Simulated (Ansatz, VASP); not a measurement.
## Two plane-wave programs on Cd

File INCAR:

```
  PREC = Accurate
  ENCUT = 600
  EDIFF = 1E-6
  ISMEAR = 0
  SIGMA = 0.1
  LREAL = False
  LASPH = True
  NELM = 100
  ALGO = Normal
  ISIF = 3
  LWAVE = False
  LCHARG = False
  GGA = PE
  IBRION = 2
  NSW = 100
  EDIFFG = -0.01
```

Contents of KPOINTS:

```
Automatic mesh
0
Gamma
  21 21 21
```

POSCAR

```
Cd
1.0
    1.7001005091      0.9815534866      2.3367635283
   -1.7001005091      0.9815534866      2.3367635283
    0.0000000000     -1.9631069732      2.3367635283
Cd
1
Direct
    0.5000000000      0.5000000000      0.5000000000
```

Input for Ansatz:

```yaml
crystal:
  lattice:
    - [1.7001005091, 0.9815534866, 2.3367635283]
    - [-1.7001005091, 0.9815534866, 2.3367635283]
    - [0.0, -1.9631069732, 2.3367635283]
  atoms:
    - { symbol: Cd, position: [0.5, 0.5, 0.5] }
basis:
  ecutwfc: 420
kpoints:
  mp_grid: { grid: [21, 21, 21] }
hamiltonian:
  xc: pbe
scf:
  occupations: { method: gaussian, width: 0.1 }
output:
  forces: true
  stress: true
  eigenvalues: true
relax:
  adjacent_minimum: "off"
  f_tol: 0.01
  max_steps: 80
  cell: { stress_tol: 0.05 }
```

Alike in both runs: task relaxation of cell and atoms; functional PBE; k mesh 21 × 21 × 21; occupations gaussian, width 0.1 eV; no spin polarisation.

|  | VASP | Ansatz |
| --- | --- | --- |
| version | VASP 6.6.1 | Ansatz 0.2.0 |
| potentials or method | VASP PAW PBE potentials, release 64 (Cd) | scalar-relativistic, plane waves, PAW |
| plane-wave cutoff (eV) | 600 | 420 |
| valence electrons in the cell | 12 | 20 |

```tsv
	VASP	Ansatz	Ansatz less VASP
gap on the k mesh at the Fermi level, each at its own relaxed structure (eV)	none	none	-
relaxed volume (Å³/atom)	23.10	23.03	-0.068
relaxed cell length with the largest relative difference (Å)	3.087	3.082	-0.0050
energy change over the relaxation (meV/atom)	-7	-7	+0.3
```

A gap of «none» marks a metal or a gap that the smearing closes. The two sets of potentials don't hold the same shells in valence.
